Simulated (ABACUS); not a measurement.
# GaP (F-43m) in ABACUS: further runs

One crystal, GaP, is run at these levels: PBE; tasks: equation of state.

Everything below comes from runs of ABACUS 3.10.1. Logs are shortened: lines on timing, memory, paths and dates and some standing lists are left out, and cuts for length are marked.

**Measured values to compare with.**

From “Phosphorous dimerization in GaP at high pressure”, 2017, arxiv:1709.06667, for a bulk crystal of GaP: bulk modulus 87.5 ± 0.6 GPa.

How close the calculation comes is told below.

## Step 1: Starting point

Symmetry: F-43m, No. 216, cubic system. Conventional cell: a = 5.451 Å, b = 5.451 Å, c = 5.451 Å, α = 90.00°, β = 90.00°, γ = 90.00°. Around Ga (site symmetry -43m) lie 4 P at 2.36 Å. P (site symmetry -43m) has 4 Ga at 2.36 Å as nearest neighbours.

## Step 2: Equation of state, PBE, 19.03 Å³/atom (volume scaled by 0.94)

INPUT

```
INPUT_PARAMETERS
suffix              GaP
calculation         scf
basis_type          lcao
pseudo_dir          ./
orbital_dir         ./
symmetry            1
dft_functional      pbe
ecutwfc             100
pseudo_rcut         10
nspin               1
nbands              13
ks_solver           genelpa
smearing_method     fd
smearing_sigma      0.00367493
scf_thr             1e-07
scf_nmax            100
mixing_type         broyden
mixing_beta         0.7
cal_force           1
cal_stress          1
out_mul             1
```

STRU

```
ATOMIC_SPECIES
Ga 69.7230 Ga.upf
P 30.9738 P.upf

NUMERICAL_ORBITAL
Ga_confined-atom_8au_3s3p3d1f.orb
P_confined-atom_7au_3s3p2d1f.orb

LATTICE_CONSTANT
1.8897261246

LATTICE_VECTORS
0.0000000000 2.6696170428 2.6696170428
2.6696170428 0.0000000000 2.6696170428
2.6696170428 2.6696170428 0.0000000000

ATOMIC_POSITIONS
Direct

Ga
0.0
1
0.0000000000 0.0000000000 0.0000000000 1 1 1

P
0.0
1
0.7500000000 0.7500000000 0.7500000000 1 1 1
```

KPT

```
K_POINTS
0
Gamma
8 8 8 0 0 0
```

Potentials or basis: PseudoDojo NC SR 0.4.1 PBE standard, TZDP LCAO (the cutoffs set its grid).

The run is started by

```bash
$ OMP_NUM_THREADS=1 mpirun -np 4 abacus > log
```

running log:

```text
ABACUS v3.10.1

               Atomic-orbital Based Ab-initio Computation at UStc

 ------------------------------------------------------------------------------------

 READING GENERAL INFORMATION
                           global_out_dir = OUT.GaP/
                           global_in_card = INPUT
                               pseudo_dir = ./
                              orbital_dir = ./
                                    DSIZE = 4
                                    GSIZE = 1
[... 5 lines left out ...]

 READING ATOM TYPE 1
                               atom label = Ga
                      L=0, number of zeta = 3
                      L=1, number of zeta = 3
                      L=2, number of zeta = 3
                      L=3, number of zeta = 1
             number of atom for this type = 1

 READING ATOM TYPE 2
                               atom label = P
                      L=0, number of zeta = 3
                      L=1, number of zeta = 3
                      L=2, number of zeta = 2
                      L=3, number of zeta = 1
             number of atom for this type = 1

                        TOTAL ATOM NUMBER = 2
DIRECT COORDINATES
    atom                   x                   y                   z     mag                  vx                  vy                  vz
taud_Ga1            0.0000000000        0.0000000000        0.0000000000  0.0000        0.0000000000        0.0000000000        0.0000000000
taud_P1            0.7500000000        0.7500000000        0.7500000000  0.0000        0.0000000000        0.0000000000        0.0000000000

                          Volume (Bohr^3) = 256.787
                             Volume (A^3) = 38.0519

 Lattice vectors: (Cartesian coordinate: in unit of a_0)
                   +0            +2.66962            +2.66962
             +2.66962                  +0            +2.66962
             +2.66962            +2.66962                  +0
 Reciprocal vectors: (Cartesian coordinate: in unit of 2 pi/a_0)
            -0.187293           +0.187293           +0.187293
            +0.187293           -0.187293           +0.187293
            +0.187293           +0.187293           -0.187293
 The esolver type has been set to : ksdft_lcao

                PAO radial cut off (Bohr) = 10

 Read in pseudopotential file is Ga.upf
                     pseudopotential type = NC
          exchange-correlation functional = PBE
                 nonlocal core correction = 1
                        valence electrons = 13
                                     lmax = 2
                           number of zeta = 3
                     number of projectors = 6
                           L of projector = 0
[... 5 lines left out ...]
                PAO radial cut off (Bohr) = 10

 Read in pseudopotential file is P.upf
                     pseudopotential type = NC
          exchange-correlation functional = PBE
                 nonlocal core correction = 1
                        valence electrons = 5
                                     lmax = 2
                           number of zeta = 2
                     number of projectors = 6
                           L of projector = 0
                           L of projector = 0
                           L of projector = 1
                           L of projector = 1
                           L of projector = 2
                           L of projector = 2
     initial pseudo atomic orbital number = 13

 SETUP THE ELECTRONS NUMBER
            electron number of element Ga = 13
      total electron number of element Ga = 13
             electron number of element P = 5
       total electron number of element P = 5
            AUTOSET number of electrons:  = 18
                           occupied bands = 9
                                   NLOCAL = 63
                                   NBANDS = 13
                                   NBANDS = 13
                                   NLOCAL = 63

%%%%%%%%%%%%%%%%%%%%%%%%%%%%%%%%%%%%%%%%%%%%%%%%%%%%%%%%%%%%%%%%%%%%%%%%%%%%%%%%%%%%%%%%%%%%%%%%%%%%%%%%%%
 Warning: the number of valence electrons in pseudopotential > 3 for Ga: [Ar] 3d10 4s2 4p1
 Pseudopotentials with additional electrons can yield (more) accurate outcomes, but may be less efficient.
 If you're confident that your chosen pseudopotential is appropriate, you can safely ignore this warning.
%%%%%%%%%%%%%%%%%%%%%%%%%%%%%%%%%%%%%%%%%%%%%%%%%%%%%%%%%%%%%%%%%%%%%%%%%%%%%%%%%%%%%%%%%%%%%%%%%%%%%%%%%%

 SETUP THE PLANE WAVE BASIS
 energy cutoff for charge/potential (unit:Ry) = 400
            fft grid for charge/potential = [ 45, 45, 45 ]
                        fft grid division = [ 3, 3, 3 ]
        big fft grid for charge/potential = [ 15, 15, 15 ]
                                     nbxx = 900
                                     nrxx = 24300

 SETUP PLANE WAVES FOR CHARGE/POTENTIAL
                    number of plane waves = 34621
[... 70 lines left out ...]
                    number of plane waves = 5577
                         number of sticks = 421

 PARALLEL PW FOR WAVE FUNCTIONS
     PROC   COLUMNS(POT)             PW
        1            105           1394
        2            105           1394
        3            106           1395
        4            105           1394
 --------------- sum -------------------
        4            421           5577

 SET NONLOCAL PSEUDOPOTENTIAL PROJECTORS
 SET NONLOCAL PSEUDOPOTENTIAL PROJECTORS
 max number of nonlocal projetors among all species is 6

 -------------------------------------------
 SELF-CONSISTENT
 -------------------------------------------

 SETUP SEARCHING RADIUS FOR PROGRAM TO SEARCH ADJACENT ATOMS
                  longest orb rcut (Bohr) = 8
   longest nonlocal projector rcut (Bohr) = 1.94
                     search radius (Bohr) = 19.9
              searching radius is (Bohr)) = 19.9
         searching radius unit is (Bohr)) = 1.89
                         PeriodicBoundary = 1
                        Radius(unit:lat0) = 10.5
                                   glayer = [ 5, 5, 5 ]
                             glayer_minus = [ 4, 4, 4 ]

Find the coordinate range of the input atom(unit:lat0).
                                  min_tau = [ -21.4, -21.4, -21.4 ]
                                  max_tau = [ 25.4, 25.4, 25.4 ]
                                BoxNumber = [ 9, 9, 9 ]

 SETUP EXTENDED REAL SPACE GRID FOR GRID INTEGRATION
                          real space grid = [ 45, 45, 45 ]
                 big cell numbers in grid = [ 15, 15, 15 ]
             meshcell numbers in big cell = [ 3, 3, 3 ]
                        extended fft grid = [ 21, 21, 21 ]
                dimension of extened grid = [ 58, 58, 58 ]
                            UnitCellTotal = 125
              Atom number in sub-FFT-grid = 2
    Local orbitals number in sub-FFT-grid = 63
                                ParaV.nnr = 75286
                                 init_chg = atomic

 LCAO ALGORITHM --------------- ION=   1  ELEC=   1--------------------------------

 Density error is 0.0681255156931
----------------------------------------------------------
     Energy           Rydberg                 eV
----------------------------------------------------------
 E_KohnSham     -166.8316576863      -2269.8611513190
 E_Harris       -167.7982031021      -2283.0116763498
 E_Fermi        0.6485506834         8.8239847357
----------------------------------------------------------
[... 80 lines left out ...]
 Density error is 4.0369048534e-08
----------------------------------------------------------
     Energy           Rydberg                 eV
----------------------------------------------------------
 E_KohnSham     -166.8464333372      -2270.0621843625
 E_KS(sigma->0) -166.8464333369      -2270.0621843589
 E_Harris       -166.8464333789      -2270.0621849304
 E_band         -2.7177202287        -36.9764806806
 E_one_elec     -73.4041898229       -998.7152386644
 E_Hartree      51.1331680447        695.7024421989
 E_xc           -46.0872612785       -627.0493586030
 E_Ewald        -98.4881502799       -1340.0000292867
 E_entropy(-TS) -0.0000000005        -0.0000000072
 E_descf        0.0000000000         0.0000000000
 E_exx          0.0000000000         0.0000000000
 E_Fermi        0.6764060991         9.2029771097
----------------------------------------------------------

 charge density convergence is achieved
 final etot is -2270.0621844 eV
 EFERMI = 9.2029771097 eV

 STATE ENERGY(eV) AND OCCUPATIONS    NSPIN == 1
 1/29 kpoint (Cartesian) = 0.0000 0.0000 0.0000 (1069 pws)
       1       -6.24616     0.00390625
       2       -6.24616     0.00390625
       3       -6.24616     0.00390625
       4       -6.12634     0.00390625
       5       -6.12634     0.00390625
       6       -4.47446     0.00390625
       7        8.46101     0.00390625
       8        8.46101     0.00390625
       9        8.46101     0.00390625
      10        10.8941    7.99768e-18
      11        12.3308    2.65497e-30
      12        12.3308    2.65497e-30
      13        12.3308    2.65497e-30
[... 61 lines left out ...]
 6/29 kpoint (Cartesian) = 0.0000 0.0000 0.046823 (1089 pws)
       1       -6.27523      0.0234375
       2       -6.23503      0.0234375
       3       -6.23503      0.0234375
       4       -6.13159      0.0234375
       5       -6.12245      0.0234375
       6       -4.22752      0.0234375
       7        6.95357      0.0234375
       8        7.74480      0.0234375
       9        7.74480      0.0234375
      10        11.5549    8.73012e-23
      11        12.2643    6.01792e-29
      12        13.3557    1.99411e-38
      13        13.3557    1.99411e-38

[... levels at 23 further k points ...]

 correction force for each atom along direction 1 is 0.0102347
 correction force for each atom along direction 2 is -0.00272827
 correction force for each atom along direction 3 is -0.00354958
------------------------------------------------------------------------------------------
 TOTAL-FORCE (eV/Angstrom)
------------------------------------------------------------------------------------------
                       Ga1         0.0000000000         0.0000000000         0.0000000000
                        P1         0.0000000000         0.0000000000         0.0000000000
------------------------------------------------------------------------------------------

----------------------------------------------------------------
 TOTAL-STRESS (KBAR)
----------------------------------------------------------------
        92.7814851674        -0.0000000000        -0.0000000000
        -0.0000000000        92.7814851674         0.0000000000
         0.0000000000        -0.0000000000        92.7814851674
----------------------------------------------------------------
 TOTAL-PRESSURE: 92.781485 KBAR

 --------------------------------------------
 !FINAL_ETOT_IS -2270.0621843624735448 eV
 --------------------------------------------
```

It took 13 s on 4 MPI ranks of Intel Xeon Platinum 8259CL at 2.50GHz (Skylake/Cascade Lake), shared host; peak memory 0.56 GiB.

What came out:

```
Free energy            : -2270.0622 eV
Pressure               : 9.3 GPa
Band gap on the k mesh : 1.53 eV, indirect (least direct gap 2.43 eV)
Mulliken charges       : Ga -0.36; P +0.36 e
```

Caveat: the atomic orbitals were generated for these runs and aren't a published set; Mulliken charges move with the basis; the basis of atomic orbitals isn't converged, which shifts pressures, moduli and gaps.

## Step 3: Equation of state, PBE, 19.43 Å³/atom (volume scaled by 0.96)

INPUT is that of step 2.

Changes to STRU since step 2:

```diff
@@ -12,5 +12,5 @@
 LATTICE_VECTORS
-0.0000000000 2.6696170428 2.6696170428
-2.6696170428 0.0000000000 2.6696170428
-2.6696170428 2.6696170428 0.0000000000
+0.0000000000 2.6884177822 2.6884177822
+2.6884177822 0.0000000000 2.6884177822
+2.6884177822 2.6884177822 0.0000000000
```

KPT is that of step 2.

Potentials or basis: PseudoDojo NC SR 0.4.1 PBE standard, TZDP LCAO (the cutoffs set its grid).

The run is started by

```bash
$ OMP_NUM_THREADS=1 mpirun -np 4 abacus > log
```

Wall time 12 s (4 MPI ranks of Intel Xeon Platinum 8259CL at 2.50GHz (Skylake/Cascade Lake), shared host); peak memory 0.52 GiB.

Results (log left out):

```yaml
Free_energy: -2270.1029 eV
Pressure: 6.9 GPa
Band_gap_on_the_k_mesh: 1.58 eV, indirect (least direct gap 2.25 eV)
Mulliken_charges: Ga -0.35; P +0.35 e
```

Caveat: the atomic orbitals were generated for these runs and aren't a published set; Mulliken charges move with the basis; the basis of atomic orbitals isn't converged, which shifts pressures, moduli and gaps.

## Step 4: Equation of state, PBE, 19.84 Å³/atom (volume scaled by 0.98)

INPUT is that of step 3.

Changes to STRU since step 3:

```diff
@@ -12,5 +12,5 @@
 LATTICE_VECTORS
-0.0000000000 2.6884177822 2.6884177822
-2.6884177822 0.0000000000 2.6884177822
-2.6884177822 2.6884177822 0.0000000000
+0.0000000000 2.7069591804 2.7069591804
+2.7069591804 0.0000000000 2.7069591804
+2.7069591804 2.7069591804 0.0000000000
```

KPT is that of step 3.

The run is started by

```bash
$ OMP_NUM_THREADS=1 mpirun -np 4 abacus > log
```

Run time: 12 s. Hardware: 4 MPI ranks of Intel Xeon Platinum 8259CL at 2.50GHz (Skylake/Cascade Lake), shared host; peak memory 0.56 GiB.

The run converged. Its results:

| Quantity | Value |
| --- | --- |
| Free energy | -2270.1326 eV |
| Pressure | 4.8 GPa |
| Band gap on the k mesh | 1.61 eV, indirect (least direct gap 2.08 eV) |
| Mulliken charges | Ga -0.34; P +0.34 e |

Caveat: the atomic orbitals were generated for these runs and aren't a published set; Mulliken charges move with the basis; the basis of atomic orbitals isn't converged, which shifts pressures, moduli and gaps.

## Step 5: Equation of state, PBE, 20.24 Å³/atom

INPUT is that of step 4.

Changes to STRU since step 4:

```diff
@@ -12,5 +12,5 @@
 LATTICE_VECTORS
-0.0000000000 2.7069591804 2.7069591804
-2.7069591804 0.0000000000 2.7069591804
-2.7069591804 2.7069591804 0.0000000000
+0.0000000000 2.7252500000 2.7252500000
+2.7252500000 0.0000000000 2.7252500000
+2.7252500000 2.7252500000 0.0000000000
```

KPT is that of step 4.

The run is started by

```bash
$ OMP_NUM_THREADS=1 mpirun -np 4 abacus > log
```

It took 12 s on 4 MPI ranks of Intel Xeon Platinum 8259CL at 2.50GHz (Skylake/Cascade Lake), shared host; peak memory 0.56 GiB.

Results (log left out):

```yaml
Free_energy: -2270.1523 eV
Pressure: 3.0 GPa
Band_gap_on_the_k_mesh: 1.65 eV, indirect (least direct gap 1.91 eV)
Mulliken_charges: Ga -0.32; P +0.32 e
```

Caveat: the atomic orbitals were generated for these runs and aren't a published set; Mulliken charges move with the basis; the basis of atomic orbitals isn't converged, which shifts pressures, moduli and gaps.

## Step 6: Equation of state, PBE, 20.65 Å³/atom (volume scaled by 1.02)

INPUT is that of step 5.

Changes to STRU since step 5:

```diff
@@ -12,5 +12,5 @@
 LATTICE_VECTORS
-0.0000000000 2.7252500000 2.7252500000
-2.7252500000 0.0000000000 2.7252500000
-2.7252500000 2.7252500000 0.0000000000
+0.0000000000 2.7432985392 2.7432985392
+2.7432985392 0.0000000000 2.7432985392
+2.7432985392 2.7432985392 0.0000000000
```

KPT is that of step 5.

Potentials or basis: PseudoDojo NC SR 0.4.1 PBE standard, TZDP LCAO (the cutoffs set its grid).

The run is started by

```bash
$ OMP_NUM_THREADS=1 mpirun -np 4 abacus > log
```

Run time: 12 s. Hardware: 4 MPI ranks of Intel Xeon Platinum 8259CL at 2.50GHz (Skylake/Cascade Lake), shared host; peak memory 0.56 GiB.

Results (log left out):

* Free energy: -2270.1629 eV
* Pressure: 1.3 GPa
* Band gap on the k mesh: 1.61 eV, indirect (least direct gap 1.74 eV)
* Mulliken charges: Ga -0.31; P +0.31 e

Caveat: the atomic orbitals were generated for these runs and aren't a published set; Mulliken charges move with the basis; the basis of atomic orbitals isn't converged, which shifts pressures, moduli and gaps.

## Step 7: Equation of state, PBE, 21.05 Å³/atom (volume scaled by 1.04)

INPUT is that of step 6.

Changes to STRU since step 6:

```diff
@@ -12,5 +12,5 @@
 LATTICE_VECTORS
-0.0000000000 2.7432985392 2.7432985392
-2.7432985392 0.0000000000 2.7432985392
-2.7432985392 2.7432985392 0.0000000000
+0.0000000000 2.7611126653 2.7611126653
+2.7611126653 0.0000000000 2.7611126653
+2.7611126653 2.7611126653 0.0000000000
```

KPT is that of step 6.

The run is started by

```bash
$ OMP_NUM_THREADS=1 mpirun -np 4 abacus > log
```

It took 12 s on 4 MPI ranks of Intel Xeon Platinum 8259CL at 2.50GHz (Skylake/Cascade Lake), shared host; peak memory 0.56 GiB.

It converged, with:

| Property | Result |
| --- | --- |
| Free energy | -2270.1654 eV |
| Pressure | -0.3 GPa |
| Band gap on the k mesh | 1.55 eV, indirect (least direct gap 1.58 eV) |
| Mulliken charges | Ga -0.30; P +0.30 e |

Caveat: the atomic orbitals were generated for these runs and aren't a published set; Mulliken charges move with the basis; the basis of atomic orbitals isn't converged, which shifts pressures, moduli and gaps.

## Step 8: Equation of state, PBE, 21.45 Å³/atom (volume scaled by 1.06)

INPUT is that of step 7.

Changes to STRU since step 7:

```diff
@@ -12,5 +12,5 @@
 LATTICE_VECTORS
-0.0000000000 2.7611126653 2.7611126653
-2.7611126653 0.0000000000 2.7611126653
-2.7611126653 2.7611126653 0.0000000000
+0.0000000000 2.7786998443 2.7786998443
+2.7786998443 0.0000000000 2.7786998443
+2.7786998443 2.7786998443 0.0000000000
```

KPT is that of step 7.

The run is started by

```bash
$ OMP_NUM_THREADS=1 mpirun -np 4 abacus > log
```

Wall time 11 s (4 MPI ranks of Intel Xeon Platinum 8259CL at 2.50GHz (Skylake/Cascade Lake), shared host); peak memory 0.56 GiB.

It converged, with:

```yaml
Free_energy: -2270.1607 eV
Pressure: -1.6 GPa
Band_gap_on_the_k_mesh: 1.43 eV, direct
Mulliken_charges: Ga -0.30; P +0.30 e
```

Caveat: the atomic orbitals were generated for these runs and aren't a published set; Mulliken charges move with the basis; the basis of atomic orbitals isn't converged, which shifts pressures, moduli and gaps.

## Step 9: Equation of state, PBE

Potentials or basis: PseudoDojo NC SR 0.4.1 PBE standard, TZDP LCAO (the cutoffs set its grid).

This step only gathers the single runs of the series.

Results:

| Quantity | Value |
| --- | --- |
| Equilibrium volume | 20.98 Å³/atom |
| Bulk modulus | 76 GPa |
| Pressure derivative of the bulk modulus | 4.4 (rough: it moves with the points fitted) |

Energy against volume, from the lowest point:
| volume (Å³/atom) | energy (meV/atom) |
| --- | --- |
| 19.026 | 51.60 |
| 19.431 | 31.23 |
| 19.836 | 16.39 |
| 20.240 | 6.52 |
| 20.645 | 1.22 |
| 21.050 | 0.00 |
| 21.455 | 2.33 |

Caveat: the atomic orbitals were generated for these runs and aren't a published set; the basis of atomic orbitals isn't converged, which shifts pressures, moduli and gaps.

## Step 10: Against experiment

Step 9. A measured bulk modulus of GaP is 87.5 GPa (“Phosphorous dimerization in GaP at high pressure”, 2017, arxiv:1709.06667); the calculated 76 GPa misses it by -12.9 %. The fit is for a static lattice scaled at fixed shape and fixed fractional positions.
